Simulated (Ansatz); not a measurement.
# Forms of ZrSi3O8: one energy to predict

Computed with Ansatz, DFT PBE, scalar-relativistic, plane waves, PAW. All cells share a 420 eV cutoff and Γ-centred k meshes spaced at most about 0.3 Å⁻¹ (2π included). No spin polarisation.

Temperature and zero-point effects are left out. Rows are sorted by volume; energies count from the lowest form computed. Coordination counts O atoms around Si and Zr (those within 1.25 times the shortest such distance or 1.15 times the sum of covalent radii, 1.27 where that leaves under three; a plus sign parts nearer from farther groups; a slash parts the counts of unlike sites).

```tsv
row	form	source	atoms	coordination	V (Å³/atom)	gap on mesh (eV)	ΔE (meV/atom)
1	Cmmm	invented	12	Zr 6, Si 4+2/6	9.3	2.94	?
2	Cmmm	invented	12	Zr 4+4, Si 4	10.5	1.68	837
3	P-42m	invented	12	Zr 4, Si 4	13.2	4.15	282
4	P222	invented	12	Zr 4, Si 4	14.4	3.96	455
5	C2	invented	12	Zr 4, Si 4	18.3	5.19	0
6	P-4m2	invented	12	Zr 4, Si 4	20.2	4.66	14
```

The cell of row 1:

Space group Cmmm (No. 65). a = 6.078 Å, b = 6.365 Å, c = 5.752 Å, α = 90.00°, β = 90.00°, γ = 90.00°
| atom | site | symmetry | x | y | z |
| --- | --- | --- | --- | --- | --- |
| Zr | 2c | mmm | 0.5000 | 0.0000 | 0.5000 |
| Si | 4k | mm2 | 0.0000 | 0.0000 | 0.7633 |
| Si | 2b | mmm | 0.5000 | 0.0000 | 0.0000 |
| O | 8o | .m. | 0.7042 | 0.0000 | 0.7807 |
| O | 4i | m2m | 0.5000 | 0.6935 | 0.0000 |
| O | 4j | m2m | 0.5000 | 0.6735 | 0.5000 |

Question: How far above the lowest form does the open row lie?

Answer: 252 meV/atom, which puts it above row 6 and below row 3. Counting O atoms around Si and Zr, row 1 has Zr 6, Si 4+2/6 and the lowest form (row 5) has Zr 4, Si 4.

An observed structure of this formula, if there is one, may be missing.

Weakly bound directions are ill-defined at this level, which has no dispersion term (P-42m, P222), and this can change margins and order among such cells. Kohn–Sham gaps at this level usually fall short of measured ones. Cells relaxed within their symmetry can be saddle points. Some structure types and database cells were kept out of the candidates from the start, so a known form may be missing.

Row 1 is a cation-ordered rutile-type arrangement: Si and Zr both sit in octahedra, and each O has three cation neighbours. Its 252 meV/atom above the C2 form reflects mainly the preference of Si at low pressure for tetrahedra with short, strongly covalent Si–O bonds, linked through flexible Si–O–Si bridges. Coordination alone doesn't set the energy, however. Row 2 keeps four-coordinate Si and gives Zr eight neighbours, yet lies at 837 meV/atom, probably because its dense packing forces strained polyhedra and close cation contacts.

Four-coordinate Zr in the lowest form is unusual, since Zr in oxides normally takes six to eight neighbours. This suggests that the small invented cells don't include a framework that suits both cations, so C2 is a reference for this set rather than a likely ground state. Compression would favour row 1 over C2, given its much smaller volume, but stability against separation into zircon and silica remains untested.
